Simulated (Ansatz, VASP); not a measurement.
Given: the input of a run of VASP 6.6.1 on Sn3Se.

File INCAR:

```
SYSTEM = Sn3Se
PREC = Accurate ; ENCUT = 520
EDIFF = 1E-7 ; ISMEAR = -1
SIGMA = 0.05 ; LREAL = .FALSE.
LASPH = .TRUE. ; NELM = 80
ALGO = Normal ; ISIF = 2
LWAVE = .FALSE. ; LCHARG = .FALSE.
GGA = CA ; NBANDS = 32
```

Contents of KPOINTS:

```
Automatic mesh
0
G
  6 6 6
  0 0 0
```

The input POSCAR:

```
Sn3Se
1.0
    0.0000000000      3.7080826276      3.7080826276
    3.7080826276      0.0000000000      3.7080826276
    3.7080826276      3.7080826276      0.0000000000
Sn Se
3 1
Direct
    0.5000000000      0.5000000000      0.5000000000
    0.7500000000      0.7500000000      0.7500000000
    0.2500000000      0.2500000000      0.2500000000
    0.0000000000      0.0000000000      0.0000000000
```

Potentials or basis: VASP PAW LDA potentials, release 64 (Sn_d, Se).

Launch:

```sh
$ cat potpaw_LDA.64/Sn_d/POTCAR potpaw_LDA.64/Se/POTCAR > POTCAR
$ mpirun -np 1 vasp_std > vasp.out
```

Q: Set up the same calculation for Ansatz 0.2.0. Potentials there: Ansatz PAW.

A: As run (the cutoff follows the program's own potentials):

The input input.yaml:

```yaml
crystal:
  lattice:
    - [0.0, 3.7080826276, 3.7080826276]
    - [3.7080826276, 0.0, 3.7080826276]
    - [3.7080826276, 3.7080826276, 0.0]
  atoms:
    - { symbol: Sn, position: [0.5, 0.5, 0.5] }
    - { symbol: Sn, position: [0.75, 0.75, 0.75] }
    - { symbol: Sn, position: [0.25, 0.25, 0.25] }
    - { symbol: Se, position: [0.0, 0.0, 0.0] }
hamiltonian:
  xc: lda
  pseudopotentials: { kind: paw }
kpoints:
  mp_grid: { grid: [6, 6, 6] }
scf:
  occupations: { method: fermi_dirac, width: 0.05 }
output:
  forces: true
  stress: true
  eigenvalues: true
```

Potentials or basis: Ansatz PAW.

Run with:

```sh
$ ansatz run input.yaml --threads 2 --pin off --max-ram 5632MiB --backend cpu --events-out ev --progress --plain --runs-dir out
```

Both were run:

|  | VASP | Ansatz | Ansatz less VASP |
| --- | --- | --- | --- |
| gap on the k mesh at the Fermi level (eV) | none | none | - |
| pressure (GPa) | -3.6 | -3.6 | 0.00 |

A gap of «none» marks a metal or a gap that the smearing closes. The two sets of potentials don't hold the same shells in valence.

Caveats: the PAW data sets come from PBE, with cores solved anew for the run's functional, which leaves a small shift of forces and pressure (Ansatz).
